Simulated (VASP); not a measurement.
# ZnS (P6_3mc) in VASP: settings compared, part 2 of 2

VASP 6.6.1. Earlier steps stand in the parts before.

**3. Single point, revPBE**

This run uses another cell than the first one, of 19.60 Å³/atom.

Input file INCAR:

```
SYSTEM = ZnS
  ALGO = Normal
  EDIFF = 1E-7
  ENCUT = 520
  GGA = RE
  ISIF = 2
  ISMEAR = -1
  LASPH = .TRUE.
  LCHARG = .TRUE.
  LELF = .TRUE.
  LREAL = .FALSE.
  LVHAR = .TRUE.
  LWAVE = .FALSE.
  NBANDS = 66
  NELM = 100
  PREC = Accurate
  SIGMA = 0.05
```

Input file KPOINTS:

```
k-points
0
G
  8 8 2
  0 0 0
```

Input file POSCAR:

```
ZnS
1.0
    3.8120000000      0.0000000000      0.0000000000
   -1.9060000000      3.3012888392      0.0000000000
    0.0000000000      0.0000000000     18.6899900000
Zn S
6 6
Direct
    0.3333333333      0.6666666667      0.8333300000
    0.6666666667      0.3333333333      0.3333300000
    0.6666666667      0.3333333333      0.6666700000
    0.3333333333      0.6666666667      0.1666700000
    0.0000000000      0.0000000000      0.5000000000
    0.0000000000      0.0000000000      0.0000000000
    0.3333333333      0.6666666667      0.9583300000
    0.6666666667      0.3333333333      0.4583300000
    0.6666666667      0.3333333333      0.7916700000
    0.3333333333      0.6666666667      0.2916700000
    0.0000000000      0.0000000000      0.6250000000
    0.0000000000      0.0000000000      0.1250000000
```

Potentials or basis: VASP PAW PBE potentials, release 64 (Zn, S).

On the command line:

```bash
$ cat potpaw_PBE.64/Zn/POTCAR potpaw_PBE.64/S/POTCAR > POTCAR
$ mpirun -np 1 vasp_std > vasp.out
```

It took 11 min on 1 thread of Intel Xeon Platinum 8259CL at 2.50GHz (Skylake/Cascade Lake), shared host; peak memory 0.46 GiB.

The run converged. Its results:

| Item | Value |
| --- | --- |
| Free energy | -37.5296 eV |
| Pressure | 4.2 GPa |
| Largest force | 0.030 eV/Å |
| Band gap on the k mesh | 2.29 eV |

Forces in eV/Å, atoms in the order of the input:
```
Zn   0.000  0.000  0.000
Zn   0.000  0.000  0.000
Zn   0.000  0.000  0.014
Zn   0.000  0.000  0.014
Zn   0.000  0.000 -0.002
Zn   0.000  0.000 -0.002
S    0.000  0.000 -0.030
S    0.000  0.000 -0.030
S    0.000  0.000 -0.006
S    0.000  0.000 -0.006
S    0.000  0.000  0.024
S    0.000  0.000  0.024
```

Levels at points of the mesh, in eV from the valence-band top:
```tsv
k point	band 51	band 52	band 53	band 54	band 55	band 56	band 57	band 58
(0.00, 0.00, 0.00)	-0.24	-0.02	0.00	0.00	2.29	3.31	3.36	3.43
(0.50, 0.00, 0.00)	-1.26	-1.26	-1.09	-0.88	3.53	3.66	3.71	3.96
(0.00, 0.00, 0.50)	-0.07	-0.07	-0.07	-0.07	2.75	2.75	3.36	3.36
(0.50, 0.00, 0.50)	-1.21	-1.21	-0.98	-0.98	3.47	3.47	3.94	3.94
```

Caveat: the cell stands under pressure; the PAW data sets were made with another functional, which shifts forces and pressure a little. Expect the measured gap to be larger: semilocal functionals such as revPBE lack the derivative discontinuity.

**4. Single point, RPBE**

This run uses another cell than the first one, of 20.94 Å³/atom.

Input file INCAR:

```
  ALGO = Normal
  EDIFF = 1E-6
  ENCUT = 520
  GGA = RP
  ISIF = 2
  ISMEAR = -1
  LASPH = T
  LCHARG = F
  LREAL = F
  LWAVE = F
  NBANDS = 66
  NELM = 100
  PREC = Accurate
  SIGMA = 0.05
```

Input file KPOINTS:

```
k-points
0
Gamma
  8 8 2
```

Input file POSCAR:

```
ZnS
1.0
    3.8965456971      0.0000000000      0.0000000000
   -1.9482728485      3.3745075607      0.0000000000
    0.0000000000      0.0000000000     19.1091968687
Zn S
6 6
Direct
    0.3333333333      0.6666666667      0.8332564954
    0.6666666667      0.3333333333      0.3332564954
    0.6666666667      0.3333333333      0.6667411361
    0.3333333333      0.6666666667      0.1667411361
    0.0000000000      0.0000000000      0.5000208270
    0.0000000000      0.0000000000      0.0000208270
    0.3333333333      0.6666666667      0.9581875151
    0.6666666667      0.3333333333      0.4581875151
    0.6666666667      0.3333333333      0.7916562497
    0.3333333333      0.6666666667      0.2916562497
    0.0000000000      0.0000000000      0.6251377767
    0.0000000000      0.0000000000      0.1251377767
```

On the command line:

```bash
$ cat potpaw_PBE.64/Zn/POTCAR potpaw_PBE.64/S/POTCAR > POTCAR
$ mpirun -np 1 vasp_std > vasp.out
```

It took 8.1 min on 1 thread of Intel Xeon Platinum 8259CL at 2.50GHz (Skylake/Cascade Lake), shared host; peak memory 0.49 GiB.

Results (log left out):

- Free energy: -37.2265 eV
- Pressure: 0.1 GPa
- Band gap on the k mesh: 2.05 eV

Levels at points of the mesh, in eV from the valence-band top:
| k point | band 51 | band 52 | band 53 | band 54 | band 55 | band 56 | band 57 | band 58 |
| --- | --- | --- | --- | --- | --- | --- | --- | --- |
| (0.00, 0.00, 0.00) | -0.21 | -0.02 | 0.00 | 0.00 | 2.05 | 3.11 | 3.23 | 3.24 |
| (0.50, 0.00, 0.00) | -1.13 | -1.12 | -0.97 | -0.78 | 3.46 | 3.71 | 3.81 | 3.98 |
| (0.00, 0.00, 0.50) | -0.06 | -0.06 | -0.06 | -0.06 | 2.51 | 2.51 | 3.27 | 3.27 |
| (0.50, 0.00, 0.50) | -1.08 | -1.08 | -0.88 | -0.88 | 3.48 | 3.48 | 3.97 | 3.97 |

Caveat: the PAW data sets were made with another functional, which shifts forces and pressure a little.

**5. Single point, r2SCAN+D3(BJ)**

This run uses another cell than the first one, of 19.99 Å³/atom.

Input file POSCAR:

```
ZnS
1.0
    3.8372457688      0.0000000000      0.0000000000
   -1.9186228844      3.3231523164      0.0000000000
    0.0000000000      0.0000000000     18.8137683755
Zn S
6 6
Direct
    0.3333333333      0.6666666667      0.8333300000
    0.6666666667      0.3333333333      0.3333300000
    0.6666666667      0.3333333333      0.6666700000
    0.3333333333      0.6666666667      0.1666700000
    0.0000000000      0.0000000000      0.5000000000
    0.0000000000      0.0000000000      0.0000000000
    0.3333333333      0.6666666667      0.9583300000
    0.6666666667      0.3333333333      0.4583300000
    0.6666666667      0.3333333333      0.7916700000
    0.3333333333      0.6666666667      0.2916700000
    0.0000000000      0.0000000000      0.6250000000
    0.0000000000      0.0000000000      0.1250000000
```

Input file INCAR.step1:

```
ALGO     = Normal         # electronic algorithm
EDIFF    = 1E-4           # SCF threshold, eV
ENCUT    = 520            # plane-wave cutoff, eV
GGA      = PE             # functional
ISMEAR   = -1             # smearing method
LASPH    = True           # aspherical terms in the spheres
LCHARG   = False          # write CHGCAR
LREAL    = False          # projectors in reciprocal space
LWAVE    = True           # write WAVECAR
NBANDS   = 66             # bands
NELM     = 100            # most SCF steps
PREC     = Accurate       # precision mode
SIGMA    = 0.05           # smearing width, eV
```

Input file INCAR.step2:

```
ALGO     = Normal         # electronic algorithm
EDIFF    = 1E-6           # SCF threshold, eV
ENCUT    = 520            # plane-wave cutoff, eV
ISIF     = 2              # what is computed and relaxed
ISMEAR   = -1             # smearing method
ISTART   = 1            
IVDW     = 12             # dispersion correction
LASPH    = True           # aspherical terms in the spheres
LCHARG   = False          # write CHGCAR
LMIXTAU  = True         
LREAL    = False          # projectors in reciprocal space
LWAVE    = False          # write WAVECAR
METAGGA  = R2SCAN         # meta-GGA
NBANDS   = 66             # bands
NELM     = 100            # most SCF steps
PREC     = Accurate       # precision mode
SIGMA    = 0.05           # smearing width, eV
VDW_A1   = 0.49484001   
VDW_A2   = 5.73083694   
VDW_S6   = 1.0          
VDW_S8   = 0.78981345
```

KPOINTS is that of step 4.

On the command line:

```bash
$ cat potpaw_PBE.64/Zn/POTCAR potpaw_PBE.64/S/POTCAR > POTCAR
$ cp INCAR.step1 INCAR
$ mpirun -np 1 vasp_std > vasp.out
$ cp INCAR.step2 INCAR
$ mpirun -np 1 vasp_std > vasp.out
```

Run time: 59 min. Hardware: 1 thread of Intel Xeon 8259CL, shared host; peak memory 0.51 GiB.

The run converged. Its results:

- Free energy: -114.8984 eV
- Pressure: -2.7 GPa
- Largest force: 0.030 eV/Å
- Band gap on the k mesh: 2.64 eV
- Dispersion energy per atom: -0.144 eV

Forces on the atoms (eV/Å):
```
Zn   0.000  0.000 -0.011
Zn   0.000  0.000 -0.011
Zn   0.000  0.000  0.020
Zn   0.000  0.000  0.020
Zn   0.000  0.000  0.003
Zn   0.000  0.000  0.003
S    0.000  0.000 -0.030
S    0.000  0.000 -0.030
S    0.000  0.000 -0.003
S    0.000  0.000 -0.003
S    0.000  0.000  0.022
S    0.000  0.000  0.022
```

Levels at points of the mesh, in eV from the valence-band top:
```tsv
k point	band 52	band 53	band 54	band 55	band 56	band 57
(0.00, 0.00, 0.00)	-0.02	0.00	0.00	2.64	3.67	3.72
(0.50, 0.00, 0.00)	-1.25	-1.08	-0.87	3.86	3.96	4.01
(0.00, 0.00, 0.50)	-0.07	-0.07	-0.07	3.09	3.09	3.75
(0.50, 0.00, 0.50)	-1.20	-0.98	-0.98	3.78	3.78	4.27
```

Caveat: the PAW data sets were made with another functional, which shifts forces and pressure a little.

**6. Overview**

| level | cell | gap on the mesh (eV) | pressure (GPa) | largest force (eV/Å) |
| --- | --- | --- | --- | --- |
| r2SCAN+D3(BJ) | a = 3.862, b = 3.862, c = 18.936 Å, angles 90.0, 90.0, 120.0°, 12 atoms | 2.55 | -4.0 | 0.03 |
| revPBE | a = 3.812, b = 3.812, c = 18.690 Å, angles 90.0, 90.0, 120.0°, 12 atoms | 2.29 | 4.2 | 0.03 |
| RPBE | a = 3.897, b = 3.897, c = 19.109 Å, angles 90.0, 90.0, 120.0°, 12 atoms | 2.05 | 0.1 | - |
| r2SCAN+D3(BJ) | a = 3.837, b = 3.837, c = 18.814 Å, angles 90.0, 90.0, 120.0°, 12 atoms | 2.64 | -2.7 | 0.03 |

Alike in all rows: task single point; potentials or basis VASP PAW PBE potentials, release 64 (Zn, S); no spin polarisation; k mesh 8 × 8 × 2; cutoff (eV) 520; smearing fermi-dirac 0.05 eV.

Caveats: the PAW data sets were made with another functional, which shifts forces and pressure a little; the cell stands under tension (at least some runs); the cell stands under pressure (at least some runs).

Absolute energies hang on the potentials; compare differences alone.

**7. How close it comes**

Step 4. A measured gap of ZnS is 3.911 eV (direct; 4 K; a printed reference work, monograph); the calculated 2.05 eV misses it by -1.86 eV. The value is that of RPBE on a finite k mesh, which can miss the band edges, without temperature or zero-point motion. Semilocal functionals fall short of measured gaps as a rule.
